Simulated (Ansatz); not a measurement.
Crystal: Zn.

```
Zn
1.0
     0.00000    1.96478    1.96478
     1.96478    0.00000    1.96478
     1.96478    1.96478    0.00000
Zn
1
Direct
  0.00000 0.00000 0.00000
```

This isn't the form of Zn at room conditions, which is hcp.

- Program: Ansatz 0.2.0
- Task: relaxation of cell and atoms
- Functional: PBEsol
- Dispersion: D3(BJ)
- Potentials or basis: Ansatz PAW
- Cutoff: 420 eV (not typed: the program's choice for these potentials)
- k mesh: 12 × 12 × 12
- Occupations: fermi-dirac, width 0.05 eV
- Spin: no spin polarisation

At the start: volume 15.17 Å³/atom.

**Question.** How do energy, volume and symmetry change on relaxing?

**Answer.** It ends after 8 steps and the volume is 13.41 Å³/atom (-11.6 %); space group Fm-3m (No. 225, to 0.05 Å).

The path:
| step | energy change (eV) | largest force (eV/Å) | volume (Å³) |
| --- | --- | --- | --- |
| 1 | 0.0000 | 0.0000 | 15.17 |
| 2 | -0.0537 | 0.0000 | 13.82 |
| 3 | -0.0574 | 0.0000 | 13.29 |
| 4 | -0.0577 | 0.0000 | 13.43 |
| 5 | -0.0577 | 0.0000 | 13.42 |
| 6 | -0.0568 | 0.0000 | 13.42 |
| 7 | -0.0568 | 0.0000 | 13.41 |
| 8 | -0.0568 | 0.0000 | 13.41 |

Final structure:
```cif
data_structure
_symmetry_space_group_name_H-M 'P 1'
_symmetry_Int_Tables_number 1
_cell_length_a 2.6668
_cell_length_b 2.6668
_cell_length_c 2.6668
_cell_angle_alpha 60.000
_cell_angle_beta 60.000
_cell_angle_gamma 60.000
_cell_volume 13.41
loop_
_atom_site_label
_atom_site_type_symbol
_atom_site_fract_x
_atom_site_fract_y
_atom_site_fract_z
_atom_site_occupancy
Zn1 Zn 0.00000 0.00000 0.00000 1
```

Caveat: the plane-wave basis is chosen anew once the cell has moved, so the energies of steps on either side of that aren't comparable; pairwise dispersion overbinds metals, which lowers pressure and volume; the PAW data sets come from PBE, with cores solved anew for the run's functional, which leaves a small shift of forces and pressure.
